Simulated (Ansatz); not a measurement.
# NiO2 (P-3m1) in Ansatz: further runs

Runs on NiO2. Level: LDA+U. Tasks: relaxation of cell and atoms, electron localisation function.

Program: Ansatz 0.2.0. These are calculated values, not measurements. Logs are shortened: lines on timing, memory, paths and dates and some standing lists are left out, and cuts for length are marked.

## 1. The cell of the first run

It takes space group P-3m1 (No. 164, trigonal). Conventional cell: a = 2.799 Å, b = 2.799 Å, c = 4.618 Å, α = 90.00°, β = 90.00°, γ = 120.00°. Ni (site symmetry -3m) has 6 O at 1.88 Å as nearest neighbours. Around O (site symmetry 3m) lie 3 Ni at 1.88 Å.

The cell comes from a database or a generator and needn't be the stable form of this composition.

## 2. Relaxation of cell and atoms, LDA+U, collinear spin, antiferromagnetic start (another cell of the same crystal, with 6 atoms)

Contents of input.yaml:

```yaml
crystal:
  lattice:
    - [2.798781865, 0.0, 0.0]
    - [-1.3993909325, 2.4238161948, 0.0]
    - [0.0, 0.0, 9.236546]
  atoms:
    - { symbol: Ni, position: [0.0, 0.0, 0.25], spin: 1.0 }
    - { symbol: Ni, position: [0.0, 0.0, 0.75], spin: -1.0 }
    - { symbol: O, position: [0.3333333333, 0.6666666667, 0.1469805] }
    - { symbol: O, position: [0.3333333333, 0.6666666667, 0.6469805] }
    - { symbol: O, position: [0.6666666667, 0.3333333333, 0.3530195] }
    - { symbol: O, position: [0.6666666667, 0.3333333333, 0.8530195] }
hamiltonian:
  xc: lda
  pseudopotentials: { kind: paw }
  hubbard: { sites: [{ species: Ni, l: d, u_eff: 0.0 }] }
magnetization:
  spin_polarized: true
kpoints:
  mp_grid: { grid: [11, 11, 3] }
scf:
  occupations: { method: gaussian, width: 0.05 }
output:
  forces: true
  stress: true
relax:
  f_tol: 0.01
  max_steps: 40
  cell: { stress_tol: 0.05 }
```

Potentials or basis: Ansatz PAW.

Command:

```console
$ ansatz run input.yaml --threads 2 --pin off --max-ram 5632MiB --backend cpu --events-out ev --progress --plain --runs-dir out
```

Log:

```text
Warning: RAYON_NUM_THREADS=2 ignored (pool sized by the plan → 2); use --threads N
Ni: projections on atomic orbitals take those of the free atom [Ne] 3s2 3p6 3d8 4s2, of charge +0.00 (hamiltonian.pseudopotentials.projection_atoms); the dataset's partial waves leave at most 1.6e-6 of an orbital's norm unspanned inside its sphere
O: projections on atomic orbitals take those of the free atom [He] 2s2 2p4, of charge +0.00 (hamiltonian.pseudopotentials.projection_atoms); the dataset's partial waves leave at most 1.9e-8 of an orbital's norm unspanned inside its sphere
Engine: ansatz 0.2.0, x86_64-unknown-linux-gnu
Pseudopotentials: kind: paw
Pseudopotential: Ni, paw, valence charge 18, recommended cutoff 420 eV (normal), Ni.paw.azcp
Pseudopotential: O, paw, valence charge 6, recommended cutoff 420 eV (normal), O.paw.azcp
Functional definition: SPW92
  exchange = slater_x
  correlation = pw_c
Crystal: 6 atoms, lattice volume = 62.658 Å³
Basis set: ecut = 420 eV, 1231 PW (Γ)
Bands: 38, of which v1, the nominal top of the filled ones, is band 30 counted from 1 (29 counted from 0)
Symmetry: 12 space group operations
Space group: P-3m1 (ITA 164), of the structure as read, at distance tolerance 4.0e-5 Å
Magnetic group: BNS 164.90 (UNI 1320), of the structure as read, at distance tolerance 4.0e-5 Å
k-points: 42 of 363
Non-local potential: Ni, projectors of the file, l = 0: 3, l = 1: 2, l = 2: 3, l = 3: 1
Non-local potential: O, projectors of the file, l = 0: 2, l = 1: 2, l = 2: 1
PAW form: soft (Blöchl's): semilocal exchange-correlation on the pseudo side does not see the compensation charge
PAW frozen core: Ni, regenerated for the run's functional, and the local potential with it (the file was generated under x = pbe(κ = 0.804, μ = 0.2195149727645171), c = pbe(β = 0.06672455060314922))
PAW frozen core: O, regenerated for the run's functional, and the local potential with it (the file was generated under x = pbe(κ = 0.804, μ = 0.2195149727645171), c = pbe(β = 0.06672455060314922))
PAW one-centre angular grid: Ni, 590 points (default); XC on 64 Gauss nodes
PAW one-centre angular grid: O, 110 points (default); XC on 64 Gauss nodes
Initial density: superposition of atomic densities (chi_scale 0.1, normalization cell, long waves kept (reshape's long-wave potential 0.19 eV rms))
Starting moments: Σ|m| = 2 μB on 2 of 6 sites
Starting magnetic order: antiferromagnet; a translation exchanges its spin sublattices: spin-degenerate at every k-point
Initial wavefunctions: pseudopotential atomic-orbital guess
Functional: x = slater, c = lda
SCF iter   1: F=—  HF=-13759.041531 eV  |F-HF|=—  |Δ(HF+E_count)|=         —  Δρ=1.06e-1 (↑1.06e-1 ↓1.06e-1)  dr2=1.70e1  dr2_m=1.74e0  M=0.000 μB ∫|m|=1.180 μB  β_m=0.30  ethr=3.10e-3  ⟨swp⟩=6.8  Hψ=6115  notcnv=0
[... 251 lines left out ...]
SCF iter   6: F=—  HF=-13762.076625 eV  |F-HF|=—  |Δ(HF+E_count)|=   6.37e-9  Δρ=2.03e-7 (↑2.03e-7 ↓2.03e-7)  dr2=7.87e-11  dr2_m=1.30e-16  M=0.000 μB ∫|m|=0.000 μB  β_m=0.89  ethr=8.98e-12  ⟨swp⟩=2.5  Hψ=2770  notcnv=0
SCF iter   7: F=—  HF=-13762.076625 eV  |F-HF|=—  |Δ(HF+E_count)|=    0.00e0  Δρ=1.57e-7 (↑1.57e-7 ↓1.57e-7)  dr2=5.75e-11  dr2_m=1.82e-16  M=0.000 μB ∫|m|=0.000 μB  β_m=0.94  ethr=1.00e-12  ⟨swp⟩=1.0  Hψ=1597  notcnv=0
SCF iter   8: F=-13762.076625 eV  HF=-13762.076625 eV  |F-HF|=5.46e-12  |Δ(HF+E_count)|=  7.28e-12  Δρ=2.78e-8 (↑2.78e-8 ↓2.78e-8)  dr2=1.44e-12  dr2_m=2.29e-18  M=0.000 μB ∫|m|=0.000 μB  ethr=1.00e-12  ⟨swp⟩=3.0  Hψ=5067  notcnv=0
the starting moments were not kept: the SCF closed with an absolute magnetisation of 6.4e-10 μB, where they sum to 2 μB in size (2 sites). That is at most 0.1 of that sum. Measured as dr2_m measures the in/out step, that magnetisation stands 2.0e-19 eV from none, at or under the dr2_threshold of 6.0e-11 eV: it is no larger than a step whose dr2_m would equal this threshold.
SCF 16 converged in 8 iterations: F = -13762.076625 eV  dr2 = 1.44e-12
relax step  16: F+E_penalty+E_count = -13762.07662452 eV  Δ(F+E_penalty+E_count) = +9.471e-4 eV  max|allowed force component| = 9.651e-4 eV/Å  Δτ_max = 0.0000 Å  P = +0.008 GPa  Ω = 55.634 Å³  stress off target by 1.89e-2 GPa  SCF on the basis re-selected at this cell (its energy is not comparable with the rows above)  (8 SCF iters)
basis re-selected at this cell: Δ(F+E_penalty+E_count) = +9.471e-4 eV, ΔP = -0.004 GPa vs the last step (what re-selecting the basis moved, of the pressure what is left beyond the Pulay correction that the steps carried, after the strain that the cell walked since its last selection, with what the two solves' SCF thresholds leave and, on support functions, any second-order correction that the steps lacked; it is no measure of the basis error at this ecutwfc). This SCF's stress stands 1.89e-2 GPa from its target on what of the cell is left free (relax.cell.stress_tol is 5.00e-2 GPa) and its largest allowed force component is 9.65e-4 eV/Å (relax.f_tol is 1.00e-2 eV/Å): within both
SCF converged after 8 iterations
Magnetization: 0.0000 μB (30.0000 up, 30.0000 down)
Absolute magnetization: 0.0000 μB (∫|ρ↑−ρ↓|, with the PAW one-centre terms)
Spin contamination: 0.0000 ħ² per cell (⟨S²⟩ above its minimum at these occupations)
Per-site moments (μB) at R_I (Å): [(-1.5511285757625812e-10, 0.7595107489763729), (1.5511285757625812e-10, 0.7595107489763729), (8.702786481481005e-12, 0.7595107489763729), (-8.702786481481012e-12, 0.7595107489763729), (8.702780127709796e-12, 0.7595107489763729), (-8.702780127709829e-12, 0.759510748976373)]
Free energy (F): -13762.076625 eV
Harris-Foulkes:  -13762.076625 eV  (|F-HF|=5.46e-12)
Internal energy: -13762.076625 eV  (E = F + TS)
E sigma→0 (E₀):  -13762.076625 eV
Fermi energy:    9.410530 eV
--- Per-component energies (eV) ---
  E_band       = -913.856554
  E_kinetic    = 1249.629112
  E_local      = -11056.362665  (includes V_loc(G=0)·N_el)
  E_nonlocal   = 1457.438565
  E_hartree    = 4590.100996
  E_xc         = -458.066670
  E_vxc        = -590.456522  (∫ρ·V_xc dr)
  E_paw        = -3690.347758  (= ΣΔE_a)
  E_vpaw       = -1154.316715  (= ΣTr[D̂ρ^β])
  E_aug_tail   = 0.009727  (compensation charges beyond the density's cutoff)
  E_ewald      = -5855.733859
  E_core_change = 1.255927  (= ΣΔE_core)
  E_smearing   = -0.000000  (= −TS)
  E_closure    = -0.000000  (closes the sum)
  Σ components = -13762.076625   (vs F -13762.076625, Δ=0.00e0)
--- Forces (eV/Å), atoms counted from 1 ---
  atom   1  Ni     0.00000000    -0.00000000     0.00000000
  atom   2  Ni     0.00000000     0.00000000     0.00000000
  atom   3  O     -0.00000000    -0.00000000    -0.00096508
  atom   4  O     -0.00000000    -0.00000000    -0.00096508
  atom   5  O      0.00000000     0.00000000     0.00096508
  atom   6  O      0.00000000     0.00000000     0.00096508
  max |Σ_I F_I| component: 2.31e-17 eV/Å
--- Stress (GPa, compression-positive) ---
        0.018880       0.000000      -0.000000
        0.000000       0.018880       0.000000
        0.000000       0.000000      -0.012538
  P = ⅓ Tr σ = 0.0084 GPa (0.084 kbar)
Occupation matrices written to <dir>
--- Relaxed structure (12 steps of the walk, 12 accepted, 4 SCFs on fresh bases) ---
  F+E_penalty+E_count = -13762.07662452 eV   max|allowed force component| = 9.651e-4 eV/Å   (the final SCF, on the basis selected at the relaxed cell)
  cell:  # Å, volume = 55.6337 Å³
    - [2.763036332917314, 0.0, 3.6189742410627225e-34]
    - [-1.381518166458657, 2.3928596558857915, -2.8841303415497114e-33]
    - [1.1943346663776312e-33, -1.0301136497507069e-32, 8.414614944326425]
  atoms:
    - { symbol: Ni, position: [-1.858648262643185e-33, 9.380526874779482e-36, 0.25000000000000006] }
    - { symbol: Ni, position: [-1.858648262643185e-33, 9.380526874779482e-36, 0.75] }
    - { symbol: O, position: [0.33333333333333337, 0.6666666666666667, 0.14073308477691449] }
    - { symbol: O, position: [0.33333333333333337, 0.6666666666666667, 0.6407330847769145] }
    - { symbol: O, position: [0.6666666666666667, 0.33333333333333337, 0.35926691522308557] }
    - { symbol: O, position: [0.6666666666666667, 0.33333333333333337, 0.8592669152230856] }
```

Wall time 5.3 min (2 threads of Intel Xeon at 2.50GHz (Skylake/Cascade Lake), shared host); peak memory 0.54 GiB.

What came out:

| Quantity | Value |
| --- | --- |
| Free energy | -13762.0766 eV |
| Relaxed volume | 9.27 Å³/atom |
| Relaxed cell | a = 2.763 Å, b = 2.763 Å, c = 8.415 Å, α = 90.00°, β = 90.00°, γ = 120.00° |
| Space group after relaxing (to 0.05 Å) | P-3m1 (No. 164) |
| Energy gained by relaxing | 26.2 meV/atom |
| Ionic steps | 16 |
| Pressure after relaxing | 0.0 GPa |
| Band gap on the k mesh | 0.71 eV |
| Net moment | 0.00 μB per cell |
| Absolute moment | 0.00 μB per cell |

The path:
| step | energy change (eV) | largest force (eV/Å) | volume (Å³) |
| --- | --- | --- | --- |
| 1 | 0.0000 | 0.8740 | 62.66 |
| 2 | -0.1262 | 0.4964 | 59.42 |
| 3 | -0.1872 | 0.0304 | 55.63 |
| 4 | -0.1746 | 0.0025 | 57.79 |
| 5 | -0.1771 | 0.0004 | 57.52 |
| 6 | -0.1775 | 0.0003 | 57.47 |
| 7 | -0.1510 | 0.0005 | 57.47 |
| 8 | -0.1670 | 0.0024 | 56.02 |
| 9 | -0.1655 | 0.0036 | 56.21 |
| 10 | -0.1661 | 0.0002 | 56.13 |
| 11 | -0.1568 | 0.0002 | 56.13 |
| 12 | -0.1609 | 0.0036 | 55.71 |
| 13 | -0.1607 | 0.0004 | 55.74 |
| 14 | -0.1574 | 0.0004 | 55.74 |
| 15 | -0.1583 | 0.0010 | 55.63 |
| 16 | -0.1574 | 0.0010 | 55.63 |

Final structure:
```
CELL_PARAMETERS angstrom
2.76304 0.00000 0.00000
-1.38152 2.39286 0.00000
0.00000 0.00000 8.41461
ATOMIC_POSITIONS crystal
Ni 0.00000 0.00000 0.25000
Ni 0.00000 0.00000 0.75000
O 0.33333 0.66667 0.14073
O 0.33333 0.66667 0.64073
O 0.66667 0.33333 0.35927
O 0.66667 0.33333 0.85927
```

Eigenvalues of the final occupation matrices:
```
  site  spin  trace               eigenvalues
site 1     1   4.09  0.57 0.57 0.98 0.98 0.98
site 1     2   4.09  0.57 0.57 0.98 0.98 0.98
site 2     1   4.09  0.57 0.57 0.98 0.98 0.98
site 2     2   4.09  0.57 0.57 0.98 0.98 0.98
```

Caveat: the magnetic or orbital state may not be the lowest; odd divisions of the mesh miss points on the zone boundary, where band edges often lie, so the gap on the mesh can be too wide; the plane-wave basis is chosen anew once the cell has moved, so the energies of steps on either side of that aren't comparable; the pressure holds a Pulay correction of +1.4 GPa for the finite cutoff; the PAW data sets come from PBE, with cores solved anew for the run's functional, which leaves a small shift of forces and pressure; the starting moments weren't kept. A k mesh can miss the band edges.

## 3. Electron localisation function, LDA+U, collinear spin, ferrimagnetic start (another cell of the same crystal, with 6 atoms)

Contents of input.yaml:

```yaml
crystal:
  lattice:
    - [2.798781865, 0.0, 0.0]
    - [-1.3993909325, 2.4238161948, 0.0]
    - [0.0, 0.0, 9.236546]
  atoms:
    - { symbol: Ni, position: [0.0, 0.0, 0.25], spin: 1.0 }
    - { symbol: Ni, position: [0.0, 0.0, 0.75], spin: -0.5 }
    - { symbol: O, position: [0.3333333333, 0.6666666667, 0.1469805] }
    - { symbol: O, position: [0.3333333333, 0.6666666667, 0.6469805] }
    - { symbol: O, position: [0.6666666667, 0.3333333333, 0.3530195] }
    - { symbol: O, position: [0.6666666667, 0.3333333333, 0.8530195] }
hamiltonian:
  xc: lda
  pseudopotentials: { kind: paw }
  hubbard: { sites: [{ species: Ni, l: d, u_eff: 5.2 }] }
magnetization:
  spin_polarized: true
kpoints:
  mp_grid: { grid: [11, 11, 3] }
scf:
  occupations: { method: gaussian, width: 0.01 }
output:
  forces: true
  stress: true
  eigenvalues: true
  write_density: true
  write_potential: true
  elf: true
  volumetric_format: npy
```

Potentials or basis: Ansatz PAW.

Command:

```console
$ ansatz run input.yaml --threads 2 --pin off --max-ram 5632MiB --backend cpu --events-out ev --progress --plain --runs-dir out
```

Log:

```text
Warning: RAYON_NUM_THREADS=2 ignored (pool sized by the plan → 2); use --threads N
Ni: projections on atomic orbitals take those of the free atom [Ne] 3s2 3p6 3d8 4s2, of charge +0.00 (hamiltonian.pseudopotentials.projection_atoms); the dataset's partial waves leave at most 1.6e-6 of an orbital's norm unspanned inside its sphere
O: projections on atomic orbitals take those of the free atom [He] 2s2 2p4, of charge +0.00 (hamiltonian.pseudopotentials.projection_atoms); the dataset's partial waves leave at most 1.9e-8 of an orbital's norm unspanned inside its sphere
[... 7 set-up lines as earlier in the session ...]
Crystal: 6 atoms, lattice volume = 62.658 Å³
Basis set: ecut = 420 eV, 1231 PW (Γ)
Bands: 37, of which v1, the nominal top of the filled ones, is band 30 counted from 1 (29 counted from 0)
[... 2 set-up lines as earlier in the session ...]
Magnetic group: BNS 164.85 (UNI 1315), of the structure as read, at distance tolerance 4.0e-5 Å
k-points: 42 of 363
[... 8 set-up lines as earlier in the session ...]
Starting moments: Σ|m| = 1.5 μB on 2 of 6 sites
[... 2 set-up lines as earlier in the session ...]
[... 42 lines left out ...]
Internal energy: -13756.459249 eV  (E = F + TS)
E sigma→0 (E₀):  -13756.459249 eV
Fermi energy:    7.001957 eV
--- Per-component energies (eV) ---
  E_band       = -1043.439637
  E_kinetic    = 1243.287309
  E_local      = -12131.739468  (includes V_loc(G=0)·N_el)
  E_nonlocal   = 1460.973997
  E_hartree    = 5081.442104
  E_xc         = -455.199423
  E_vxc        = -586.684927  (∫ρ·V_xc dr)
  E_hubbard    = 5.342330  (on-site DFT+U / exact-exchange correction)
  E_vhub       = -32.060359  (the Hubbard potential's part of the band-sum identity)
  E_paw        = -3693.162344  (= ΣΔE_a)
  E_vpaw       = -1160.110970  (= ΣTr[D̂ρ^β])
  E_aug_tail   = 0.009466  (compensation charges beyond the density's cutoff)
  E_ewald      = -5268.669148
  E_core_change = 1.255927  (= ΣΔE_core)
  E_smearing   = -0.000000  (= −TS)
  E_closure    = 0.000000  (closes the sum)
  Σ components = -13756.459249   (vs F -13756.459249, Δ=0.00e0)
--- Forces (eV/Å), atoms counted from 1 ---
  atom   1  Ni     0.00000000     0.00000000     0.00000000
  atom   2  Ni     0.00000000     0.00000000     0.00000000
  atom   3  O      0.00000000     0.00000000     0.69891633
  atom   4  O     -0.00000000     0.00000000     0.69891153
  atom   5  O      0.00000000     0.00000000    -0.69891633
  atom   6  O      0.00000000     0.00000000    -0.69891153
  max |Σ_I F_I| component: 0.00e0 eV/Å
--- Stress (GPa, compression-positive) ---
      -11.667700       0.000000       0.000000
        0.000000     -11.667700       0.000000
        0.000000       0.000000      -8.341820
  P = ⅓ Tr σ = -10.5591 GPa (-105.591 kbar)
--- Band table (eV; the first three rows and the last of 84) ---
  k-point 0 ↑: bands = ["-96.1583", "-96.1583", "-57.0375", "-57.0375", "-57.0375", "-57.0375", "-56.7427", "-56.7426", "-12.5044", "-12.3897", "-10.1884", "-9.9802", "0.0825", "0.6197", "0.8996", "0.8996", "0.9082", "0.9082", "2.9548", "2.9548", "2.9587", "2.9587", "4.7752", "5.2495", "5.7600", "5.7600", "5.7791", "5.7989", "5.7989", "6.1258", "8.9802", "8.9802", "9.0227", "9.0227", "14.3793", "16.5437", "16.5635"]
  k-point 1 ↑: bands = ["-96.1583", "-96.1583", "-57.0375", "-57.0375", "-57.0375", "-57.0375", "-56.7427", "-56.7427", "-12.4773", "-12.4200", "-10.1352", "-10.0312", "0.2054", "0.4725", "0.9016", "0.9016", "0.9060", "0.9060", "2.9557", "2.9557", "2.9576", "2.9576", "4.9307", "5.1679", "5.7704", "5.7704", "5.7887", "5.7887", "5.8351", "6.0053", "8.9905", "8.9905", "9.0121", "9.0121", "14.7122", "15.5522", "17.3408"]
  k-point 2 ↑: bands = ["-96.1578", "-96.1578", "-57.0417", "-57.0417", "-57.0385", "-57.0385", "-56.7421", "-56.7420", "-12.3918", "-12.2791", "-10.1877", "-9.9903", "0.2041", "0.7135", "0.7832", "0.8235", "0.9994", "1.0085", "2.8431", "2.8508", "2.8643", "2.8805", "5.0020", "5.0469", "5.1887", "5.6799", "5.7665", "5.7932", "6.0742", "6.2274", "8.7273", "8.7359", "8.9346", "8.9656", "14.7610", "16.8018", "16.8879"]
  k-point 41 ↓: bands = ["-96.1525", "-96.1525", "-57.0795", "-57.0795", "-57.0692", "-57.0692", "-56.7340", "-56.7340", "-10.4209", "-10.4113", "-10.3585", "-10.3541", "0.2269", "0.2823", "0.6026", "0.6589", "1.7504", "1.8452", "2.8815", "2.9147", "2.9234", "2.9834", "3.2448", "3.2918", "3.8483", "3.9747", "4.9192", "4.9651", "5.0712", "5.1911", "8.1752", "8.2643", "8.3193", "8.4020", "20.0864", "20.3401", "21.0783"]
Occupation matrices written to <dir>
```

v_z.tsv:

```text
# z_ang	v_es[eV]	v_tot_up[eV]	v_tot_dn[eV]
# format = ansatz-planar-average/11
# xc	lda
# density_cutoff_ev	1680
# datasets	Ni=:simpson_from_first_knot:soft:shift=-2658411	O=:simpson_from_first_knot:soft:shift=-566719
# lattice	2.798781865	0.000000000	0.000000000
# lattice	-1.399390933	2.423816195	0.000000000
# lattice	0.000000000	0.000000000	9.236546000
# sites	6
# site	28	0.000000000	0.000000000	2.309136500
# site	28	0.000000000	0.000000000	6.927409500
# site	8	0.000000000	1.615877463	1.357592149
# site	8	0.000000000	1.615877463	5.975865149
# site	8	1.399390933	0.807938732	3.260680851
# site	8	1.399390933	0.807938732	7.878953851
0.000000	1.486813e1	9.545375e0	9.545374e0
0.144321	1.479652e1	9.297245e0	9.297245e0
0.288642	1.462886e1	8.623340e0	8.623339e0
0.432963	1.423513e1	7.451386e0	7.451385e0
0.577284	1.364370e1	5.857861e0	5.857859e0
0.721605	1.203268e1	3.077186e0	3.077184e0
[... 56 lines left out ...]
8.947904	1.462885e1	8.623342e0	8.623341e0
9.092225	1.479652e1	9.297247e0	9.297246e0
```

Run time: 95 s. Hardware: 2 threads of Intel Xeon at 2.50GHz (Skylake/Cascade Lake), shared host; peak memory 0.56 GiB.

What came out:

```
Free energy            : -13756.4592 eV
Pressure               : -10.6 GPa
Largest force          : 0.699 eV/Å
Band gap on the k mesh : 1.31 eV
Net moment             : 0.00 μB per cell
Absolute moment        : 0.00 μB per cell
```

Forces on the atoms (eV/Å):
```
Ni   0.000  0.000  0.000
Ni   0.000  0.000  0.000
O    0.000  0.000  0.699
O    0.000  0.000  0.699
O    0.000  0.000 -0.699
O    0.000  0.000 -0.699
```

Levels at points of the mesh, in eV from the valence-band top:
Spin up:
```tsv
k point	band 27	band 28	band 29	band 30	band 31	band 32	band 33	band 34
(0.00, 0.00, 0.00)	-0.57	-0.55	-0.55	-0.22	2.63	2.63	2.67	2.67
```
Spin down:
| k point | band 27 | band 28 | band 29 | band 30 | band 31 | band 32 | band 33 | band 34 |
| --- | --- | --- | --- | --- | --- | --- | --- | --- |
| (0.00, 0.00, 0.00) | -0.57 | -0.55 | -0.55 | -0.22 | 2.63 | 2.63 | 2.67 | 2.67 |

Eigenvalues of the final occupation matrices:
```csv
site,spin,trace,eigenvalues
site 1,1,4.11,0.57 0.57 0.99 0.99 0.99
site 1,2,4.11,0.57 0.57 0.99 0.99 0.99
site 2,1,4.11,0.57 0.57 0.99 0.99 0.99
site 2,2,4.11,0.57 0.57 0.99 0.99 0.99
```

Caveat: the magnetic or orbital state may not be the lowest; odd divisions of the mesh miss points on the zone boundary, where band edges often lie, so the gap on the mesh can be too wide; the pressure holds a Pulay correction of +1.2 GPa for the finite cutoff; the PAW data sets come from PBE, with cores solved anew for the run's functional, which leaves a small shift of forces and pressure; the starting moments weren't kept. The state reached can hang on the start; a lower one may exist.
